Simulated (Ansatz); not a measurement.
Runs of Ansatz 0.2.0 on MnSb. Symmetry: P6_3/mmc, No. 194, hexagonal system. Conventional cell: a = 4.150 Å, b = 4.150 Å, c = 5.780 Å, α = 90.00°, β = 90.00°, γ = 120.00°. Sb (site symmetry -6m2) has 6 Mn at 2.80 Å as nearest neighbours. Mn (site symmetry -3m) has 6 Sb at 2.80 Å and 2 Mn at 2.89 Å as nearest neighbours. 

```tsv
level	U	hubbard projectors	double counting	gap on the mesh (eV)	pressure (GPa)	moment (μB)
PBEsol+U	Mn d U = 8 eV	ortho-atomic (the default)	fll (the default)	none	(a)	(b)
PBEsol+U	Mn d U = 5 eV	ortho-atomic (the default)	fll (the default)	none	(c)	8.19
PBEsol+U	Mn d U = 1 eV	ortho-atomic (the default)	fll (the default)	none	-3.5	7.25
PBEsol+U	Mn d U = 3 eV	ortho-atomic (the default)	fll (the default)	none	2.4	7.93
PBEsol+U	Mn d U = 6 eV	ortho-atomic (the default)	fll (the default)	none	7.9	8.23
PBEsol+U	Mn d U = 4 eV	ortho-atomic (the default)	fll (the default)	none	4.7	8.13
PBEsol+U	Mn d U = 2 eV	ortho-atomic (the default)	fll (the default)	none	-0.5	7.63
PBEsol	-	-	-	none	-7.1	6.70
```

Alike in all rows: task projected density of states; potentials or basis Ansatz PAW; spin collinear, ferromagnetic start; cell as given; k mesh 7 × 7 × 5; cutoff (eV) 420; smearing fermi-dirac 0.05 eV.

Q: Estimate the missing entries.

A: (a) 10.9; (b) 8.37; (c) 6.3.

Caveats: only a ferromagnetic start was run, and an antiferromagnetic order may lie lower in energy; the PAW data sets come from PBE, with cores solved anew for the run's functional, which leaves a small shift of forces and pressure; the density of states is complete only up to the lowest level of the last band computed; the magnetic or orbital state may not be the lowest (some runs); the U is typed as a test and isn't derived for this compound (some runs).

A k mesh can miss the band edges, and the runs leave out spin-orbit coupling on Sb.

A gap of «none» marks a metal or a gap under the smearing width.
